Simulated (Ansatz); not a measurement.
**Te: stiffness from a series of strains**

```
CELL_PARAMETERS angstrom
4.45800 0.00000 0.00000
-2.22900 3.86074 0.00000
0.00000 0.00000 5.92500
ATOMIC_POSITIONS crystal
Te 0.74500 0.00000 0.33333
Te 0.00000 0.74500 0.66667
Te 0.25500 0.25500 0.00000
```

Atoms are numbered in the order listed.

The cell is COD entry 1531230, as deposited and not checked against the literature; nothing was relaxed.

Spin–orbit coupling is left out, though it moves levels of the heavy atoms by tenths of an eV or more.

Level of theory: DFT, LDA, all-electron LAPW, scalar-relativistic (Ansatz 0.2.0).

Sampling and basis: a Γ-centred 9×9×6 k mesh, Fermi–Dirac smearing of 0.08 eV, basis error target 0.5 meV/atom, no spin polarisation.

The strain is applied along the Cartesian axes of the cell as listed (γ is the engineering shear, twice εxy = εyz = εzx). Fractional coordinates are held (clamped ions).

σ is the change of stress from the unstrained cell, which is at -0.30 GPa; tension is positive, so slopes are stress–strain coefficients at that pressure.

Only quantities that a quadratic follows smoothly over the whole series are listed; rougher ones are left out.

```
      γ  σxy (GPa)  σyz (GPa)
-0.0300       0.11      -1.55
-0.0100       0.04      -0.51
 0.0000       0.00       0.00
 0.0100      -0.04       0.50
 0.0200      -0.09       0.99
 0.0300      -0.15       1.46
```

**Question.** Fit the series and read off the stiffness at zero strain.

**Answer.** Least-squares fits y = p0 + p1 x + p2 x² to the rows give σxy (GPa): p1 = -4.27, p2 = -24; σyz (GPa): p1 = 50.2, p2 = -50.

**Question.** One run, at γ = -0.0200, is withheld. Predict its row.

**Answer.** The fits give 0.08, -1.02; the run gave 0.08, -1.03.
